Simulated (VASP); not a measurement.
Hf: single point with PBEsol

Hf:

```
CELL_PARAMETERS angstrom
-1.73495 1.77105 1.73495
1.77105 -1.73495 1.73495
1.69885 1.69885 -1.69885
ATOMIC_POSITIONS crystal
Hf 0.00000 0.00000 0.00000
```

The cell isn't the ideal one: strained and moved within a subgroup.

| Property | Result |
| --- | --- |
| Program | VASP 6.6.1 |
| Task | single point |
| Functional | PBEsol |
| Potentials or basis | VASP PAW PBE potentials, release 64 (Hf_pv) |
| Cutoff | 520 eV |
| k mesh | 15 × 15 × 15 |
| Occupations | gaussian, width 0.1 eV |
| Spin | no spin polarisation |
| Dipole correction | no |
| Further INCAR settings | ALGO = Fast; EDIFF = 1e-06; NBANDS = 11 |

```json
{
  "Pressure": "1.8 GPa",
  "Band gap on the k mesh": "none (metal or under the smearing width)"
}
```

Stress tensor (GPa, compression positive):
```
 1.84  1.13 -1.13
 1.13  1.84 -1.13
-1.13 -1.13  1.84
```

Levels at points of the mesh, in eV from the Fermi level:
| k point | band 3 | band 4 | band 5 | band 6 | band 7 | band 8 |
| --- | --- | --- | --- | --- | --- | --- |
| (0.00, 0.00, 0.00) | -29.46 | -7.25 | 1.25 | 1.71 | 1.71 | 4.60 |

Run time: 46 s on 1 thread of Intel(R) Xeon(R) Platinum 8259CL CPU @ 2.50GHz (Skylake/Cascade Lake) (shared host), peak memory 0.2 GiB.

Caveat: the PAW data sets were made with another functional, which shifts forces and pressure a little. The run has no spin-orbit coupling, so splittings on Hf are missing.
